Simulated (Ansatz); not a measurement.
Collinear states of FePt

These are results of DFT PBE, scalar-relativistic, plane waves, PAW in Ansatz, not measurements.

```
Fe Pt
1.0
     3.05928    0.00000    0.00000
     0.00000    3.05928    0.00000
     0.00000    0.00000    3.05928
Fe Pt
1 1
Direct
  0.00000 0.00000 0.00000
  0.50000 0.50000 0.50000
```

- plane-wave cutoff: 420 eV
- Γ-centred k-mesh: 14×14×14
- occupation rule: Gaussian smearing, 0.1 eV
- list of starting moments (μB, in atom order): 3 0
- check for lower electronic states after the SCF: off

Each order was relaxed in cell and atoms. A propagation vector, in units of the reciprocal vectors, doubles the cell, which takes an equally dense mesh. Spin–orbit coupling is left out, which for heavy magnetic ions can matter as much as these differences. Site moments are spin moments in atom-centred spheres that scale with the neighbour distance. The states are those that the runs reached from these starts; a lower one can exist.

Order the starts by the energy of the state that they reach, lowest first.
A. antiferromagnetic, doubled cell, propagation vector (0, 0, 1/2)
B. no spin
C. ferromagnetic

A (0.00 meV/atom), C (171 meV/atom), B (610 meV/atom).

```csv
start,ends,energy above lowest (meV/atom),site moments (μB),gap on mesh (eV),volume (Å³/atom)
no spin,non-magnetic,610,none over 0.05,metal,13.32
ferromagnetic,ferromagnetic,171,"Fe +3.07, Pt +0.39",metal,14.32
"antiferromagnetic, doubled cell, propagation vector (0, 0, 1/2)",antiferromagnetic,0.00,"Fe +3.00, Fe -3.00",metal,13.96
```

Cost: 3 runs of about 7.4 core-minutes in all, on Intel Xeon 6975P-C (Granite Rapids) (shared hosts).